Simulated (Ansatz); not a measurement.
# Bi (Im-3m) in Ansatz: convergence with smearing width

Aim: find how far smearing width must go before the results for Bi settle, at LDA. This setting moves, with any that are tied to it; all else stays.

Everything below comes from runs of Ansatz 0.2.0. Logs are shortened: lines on timing, memory, paths and dates and some standing lists are left out, and cuts for length are marked.

### Step 1. Starting point

Symmetry: Im-3m, No. 229, cubic system. Conventional cell: a = 3.963 Å, b = 3.963 Å, c = 3.963 Å, α = 90.00°, β = 90.00°, γ = 90.00°. Bi (site symmetry m-3m) has 8 Bi at 3.43 Å as nearest neighbours.

This isn't the form of Bi at room conditions, which is rhombohedral.

### Step 2. With smearing width 0.3 eV

input.yaml reads:

```yaml
crystal:
  lattice:
    - [-1.9814305318, 1.9814305318, 1.9814305318]
    - [1.9814305318, -1.9814305318, 1.9814305318]
    - [1.9814305318, 1.9814305318, -1.9814305318]
  atoms:
    - { symbol: Bi, position: [0.0, 0.0, 0.0] }
kpoints:
  mp_grid: { grid: [9, 9, 9] }
scf:
  occupations: { method: fermi_dirac, width: 0.3 }
hamiltonian:
  xc: lda
  pseudopotentials: { kind: all_electron, lapw: { basis_error: 0.001 } }
output:
  forces: true
  stress: true
  eigenvalues: true
```

Potentials or basis: all-electron LAPW, scalar-relativistic.

Launch:

```
ansatz run input.yaml --threads 1 --pin off --max-ram 3072MiB --backend cpu --events-out ev --progress --plain --runs-dir out
```

It took 3.8 s on 1 thread of Intel Xeon at 2.70GHz, shared host; peak memory 0.26 GiB.

Results:

```
Free energy            : -585395.4976 eV
Pressure               : -2.8 GPa
Band gap on the k mesh : none (metal or under the smearing width)
```

### Step 3. With smearing width 0.2 eV

input.yaml, as its differences from that of step 2:

```diff
@@ -10,3 +10,3 @@
 scf:
-  occupations: { method: fermi_dirac, width: 0.3 }
+  occupations: { method: fermi_dirac, width: 0.2 }
 hamiltonian:
```

Potentials or basis: all-electron LAPW, scalar-relativistic.

Launch:

```
ansatz run input.yaml --threads 1 --pin off --max-ram 3072MiB --backend cpu --events-out ev --progress --plain --runs-dir out
```

Run time: 3.8 s. Hardware: 1 thread of Intel Xeon at 2.70GHz, shared host; peak memory 0.27 GiB.

Results:

* Free energy: -585395.4456 eV
* Pressure: -3.1 GPa
* Band gap on the k mesh: none (metal or under the smearing width)

### Step 4. With smearing width 0.15 eV

input.yaml, as its differences from that of step 3:

```diff
@@ -10,3 +10,3 @@
 scf:
-  occupations: { method: fermi_dirac, width: 0.2 }
+  occupations: { method: fermi_dirac, width: 0.15 }
 hamiltonian:
```

Launch:

```
ansatz run input.yaml --threads 1 --pin off --max-ram 3072MiB --backend cpu --events-out ev --progress --plain --runs-dir out
```

It took 3.9 s on 1 thread of Intel Xeon at 2.70GHz, shared host; peak memory 0.26 GiB.

What came out:

```yaml
Free_energy: -585395.4290 eV
Pressure: -3.2 GPa
Band_gap_on_the_k_mesh: none (metal or under the smearing width)
```

### Step 5. With smearing width 0.1 eV

input.yaml, as its differences from that of step 4:

```diff
@@ -10,3 +10,3 @@
 scf:
-  occupations: { method: fermi_dirac, width: 0.15 }
+  occupations: { method: fermi_dirac, width: 0.1 }
 hamiltonian:
```

Launch:

```
ansatz run input.yaml --threads 1 --pin off --max-ram 3072MiB --backend cpu --events-out ev --progress --plain --runs-dir out
```

Run time: 3.6 s. Hardware: 1 thread of Intel Xeon at 2.70GHz, shared host; peak memory 0.27 GiB.

What came out:

```
Free energy            : -585395.4185 eV
Pressure               : -3.3 GPa
Band gap on the k mesh : none (metal or under the smearing width)
```

### Step 6. With smearing width 0.05 eV

input.yaml, as its differences from that of step 5:

```diff
@@ -10,3 +10,3 @@
 scf:
-  occupations: { method: fermi_dirac, width: 0.1 }
+  occupations: { method: fermi_dirac, width: 0.05 }
 hamiltonian:
```

Potentials or basis: all-electron LAPW, scalar-relativistic.

Launch:

```
ansatz run input.yaml --threads 1 --pin off --max-ram 3072MiB --backend cpu --events-out ev --progress --plain --runs-dir out
```

Wall time 3.3 s (1 thread of Intel Xeon at 2.70GHz, shared host); peak memory 0.26 GiB.

What came out:

- Free energy: -585395.4128 eV
- Pressure: -3.3 GPa
- Band gap on the k mesh: none (metal or under the smearing width)

### Step 7. With smearing width 0.025 eV

input.yaml, as its differences from that of step 6:

```diff
@@ -10,3 +10,3 @@
 scf:
-  occupations: { method: fermi_dirac, width: 0.05 }
+  occupations: { method: fermi_dirac, width: 0.025 }
 hamiltonian:
```

Launch:

```
ansatz run input.yaml --threads 1 --pin off --max-ram 3072MiB --backend cpu --events-out ev --progress --plain --runs-dir out
```

Run time: 3.6 s. Hardware: 1 thread of Intel Xeon at 2.70GHz, shared host; peak memory 0.27 GiB.

Results (log left out):

```yaml
Free_energy: -585395.4110 eV
Pressure: -3.3 GPa
Band_gap_on_the_k_mesh: none (metal or under the smearing width)
```

### Step 8. With smearing width 0.01 eV

input.yaml, as its differences from that of step 7:

```diff
@@ -10,3 +10,3 @@
 scf:
-  occupations: { method: fermi_dirac, width: 0.025 }
+  occupations: { method: fermi_dirac, width: 0.01 }
 hamiltonian:
```

Potentials or basis: all-electron LAPW, scalar-relativistic.

Launch:

```
ansatz run input.yaml --threads 1 --pin off --max-ram 3072MiB --backend cpu --events-out ev --progress --plain --runs-dir out
```

The program printed:

```text
Warning: RAYON_NUM_THREADS=1 ignored (pool sized by the plan → 1); use --threads N
LAPW: plane waves up to 6.472 Å⁻¹, error target 1.0e-3 eV per atom; small_component_spin mean_spin; Bi in spheres of 1.716 Å, 37 of its electrons in bands, Dirac shells [] (how accurate: hamiltonian.pseudopotentials.lapw.basis_error, Limitations)
Engine: ansatz 0.2.0, x86_64-unknown-linux-gnu
Pseudopotentials: kind: all_electron
Pseudopotential: Bi, LAPW, valence charge 37, lapw/all_electron/scalar/gaussian/Bi, Koelling and Harmon's equation, gaussian nucleus
Functional definition: SPW92
  exchange = slater_x
  correlation = pw_c
Crystal: 1 atoms, lattice volume = 31.117 Å³
Basis set: ecut = 159.58119677587672 eV, 141 PW (Γ), exchange–correlation at level 2
Bands: 23, of which v1, the nominal top of the filled ones, is band 19 counted from 1 (18 counted from 0)
Symmetry: 48 space group operations
Space group: Im-3m (ITA 229), of the structure as read, at distance tolerance 3.1e-5 Å
k-points: 35 of 729
Non-local potential: Bi, projectors of the file, none
Initial density: superposition of atomic densities (chi_scale 0.1, normalization cell)
Initial wavefunctions: plane waves of lowest kinetic energy (no species holds an atomic orbital)
Functional: x = slater, c = lda
iter 1 solved again at ethr=1.13e-5 eV; its pass at ethr=1.00e-1 eV (dr2=4.18e-3 eV) is discarded
SCF iter   1: F=—  HF=-585395.419399 eV  |F-HF|=—  |Δ(HF+E_count)|=         —  Δρ=4.65e-3  dr2=4.23e-3  ethr=1.13e-5  ⟨swp⟩=3.7  Hψ=5330  notcnv=0
preconditioner: auto → none  [insulator: Δε(μ)=0.030 eV  Ē_g=23.931 eV  σ=0.010 eV  W_gap=0.56  n_scr=12 (ndim 8)  ℏωp=25.8 eV  f_vac=0.000  D(μ)=1.76/eV (n_scr^D=18)  ε∞_Penn≈2.2]
SCF iter   2: F=—  HF=-585395.410613 eV  |F-HF|=—  |Δ(HF+E_count)|=   8.79e-3  Δρ=2.14e-3  dr2=8.77e-4  ethr=1.13e-5  ⟨swp⟩=2.0  Hψ=2487  notcnv=0
iter 3 solved again at ethr=2.18e-7 eV; its pass at ethr=2.37e-6 eV (dr2=8.07e-5 eV) is discarded
SCF iter   3: F=—  HF=-585395.410110 eV  |F-HF|=—  |Δ(HF+E_count)|=   5.03e-4  Δρ=6.45e-4  dr2=8.07e-5  ethr=2.18e-7  ⟨swp⟩=2.0  Hψ=3962  notcnv=0
SCF iter   4: F=—  HF=-585395.410050 eV  |F-HF|=—  |Δ(HF+E_count)|=   5.95e-5  Δρ=1.35e-4  dr2=3.98e-6  ethr=2.18e-7  ⟨swp⟩=2.0  Hψ=2328  notcnv=0
SCF iter   5: F=—  HF=-585395.410051 eV  |F-HF|=—  |Δ(HF+E_count)|=   6.56e-7  Δρ=2.10e-5  dr2=1.08e-7  ethr=1.08e-8  ⟨swp⟩=2.0  Hψ=2328  notcnv=0
SCF iter   6: F=-585395.410051 eV  HF=-585395.410051 eV  |F-HF|=3.49e-10  |Δ(HF+E_count)|=   2.44e-9  Δρ=3.34e-7  dr2=1.92e-11  ethr=2.93e-10  ⟨swp⟩=2.0  Hψ=2328  notcnv=0
SCF 1 converged in 6 iterations: F = -585395.410051 eV  dr2 = 1.92e-11
SCF converged after 6 iterations
Free energy (F): -585395.410051 eV
Harris-Foulkes:  -585395.410051 eV  (|F-HF|=3.49e-10)
Internal energy: -585395.409521 eV  (E = F + TS)
E sigma→0 (E₀):  -585395.409786 eV
Entropy (-TS):   -0.000530 eV (-0.530 meV/atom)
Fermi energy:    15.510585 eV
--- Per-component energies (eV) ---
  E_band       = -2618.753156
  E_kinetic    = 677476.617587
  E_xc         = -10492.403070
  E_electrostatic = -1252379.624038  (all electrons and nuclei)
  E_smearing   = -0.000530  (= −TS)
  E_closure    = 0.000000  (closes the sum)
  E_atoms      = -585390.955634  (free atoms, spherical and without spin; not in F)
  Σ components = -585395.410051   (vs F -585395.410051, Δ=0.00e0)
  Basis errors (estimates in eV, not in F): energy 2.4e-4 per atom: plane waves 2.4e-4 (1.2e-4 summed), levels above the bands 0.0e0, relativity 9.8e-9, radial functions 4.2e-6, core shells 7.7e-10; eigenvalues (radial functions only) 2.6e-5; not estimated: angular momenta, meshes, grids; target (lapw.basis_error) 1.0e-3; muffin-tin radii Bi 1.716 Å
--- Forces (eV/Å), atoms counted from 1 ---
  atom   1  Bi    -0.00000000     0.00000000    -0.00000000
  max |Σ_I F_I| component: 8.87e-31 eV/Å
--- Stress (GPa, compression-positive) ---
       -3.317786      -0.000000       0.000000
       -0.000000      -3.317786       0.000000
        0.000000       0.000000      -3.317786
  P = ⅓ Tr σ = -3.3178 GPa (-33.178 kbar)
--- Band table (eV; the first three rows and the last of 35) ---
  k-point 0: bands = ["-137.8252", "-133.0728", "-133.0728", "-133.0728", "-133.0726", "-133.0726", "-133.0726", "-133.0724", "-75.9378", "-75.9378", "-75.9378", "-7.3978", "-7.3978", "-7.3978", "-7.2665", "-7.2665", "1.9627", "20.5570", "20.5570", "20.5570", "24.6965", "26.0599", "26.0599"]
  k-point 1: bands = ["-137.8252", "-133.0728", "-133.0728", "-133.0728", "-133.0726", "-133.0726", "-133.0726", "-133.0724", "-75.9379", "-75.9378", "-75.9377", "-7.4025", "-7.3898", "-7.3733", "-7.2719", "-7.2674", "2.1860", "18.5823", "19.9293", "20.3619", "24.3979", "25.1564", "25.8053"]
  k-point 2: bands = ["-137.8252", "-133.0728", "-133.0728", "-133.0728", "-133.0726", "-133.0726", "-133.0726", "-133.0724", "-75.9384", "-75.9380", "-75.9377", "-7.4144", "-7.3738", "-7.3105", "-7.2821", "-7.2697", "2.8390", "15.4877", "18.7308", "19.8594", "22.9547", "24.1875", "25.9548"]
  k-point 34: bands = ["-137.8251", "-133.0728", "-133.0728", "-133.0728", "-133.0726", "-133.0726", "-133.0726", "-133.0724", "-75.9391", "-75.9391", "-75.9391", "-7.4034", "-7.3989", "-7.2106", "-7.2106", "-7.2089", "6.8586", "13.5410", "13.8465", "13.8465", "19.2404", "19.8446", "30.5647"]
```

Run time: 3 s. Hardware: 1 thread of Intel Xeon at 2.70GHz, shared host; peak memory 0.26 GiB.

What came out:

```yaml
Free_energy: -585395.4101 eV
Pressure: -3.3 GPa
Band_gap_on_the_k_mesh: none (metal or under the smearing width)
```

### Step 9. Result

```
smearing width  energy less the tightest run, at zero smearing (meV/atom)  pressure (GPa)  SCF cycles  CPU time (s)  peak memory (GiB)
        0.3 eV                                                       8.51           -2.84           8           3.7               0.26
        0.2 eV                                                       3.69           -3.14           8           3.8               0.27
       0.15 eV                                                       0.99           -3.22           8           3.8               0.26
        0.1 eV                                                      -0.92           -3.26           8           3.6               0.27
       0.05 eV                                                      -0.96           -3.28           6           3.3               0.26
      0.025 eV                                                      -0.36           -3.31           8           3.6               0.27
       0.01 eV                                                       0.00           -3.32           6             3               0.26
```

Against the tightest run, the energy stays within 1 meV/atom from 0.15 eV on; the pressure stays within 0.1 GPa from 0.15 eV on. Narrower smearing needs a denser k mesh, so at a fixed mesh the narrowest width isn't the most accurate. The tightest run that finished is the yardstick and may itself not be fully converged.

Caveats: spin-orbit coupling is left out, which moves the levels of the heavy elements.
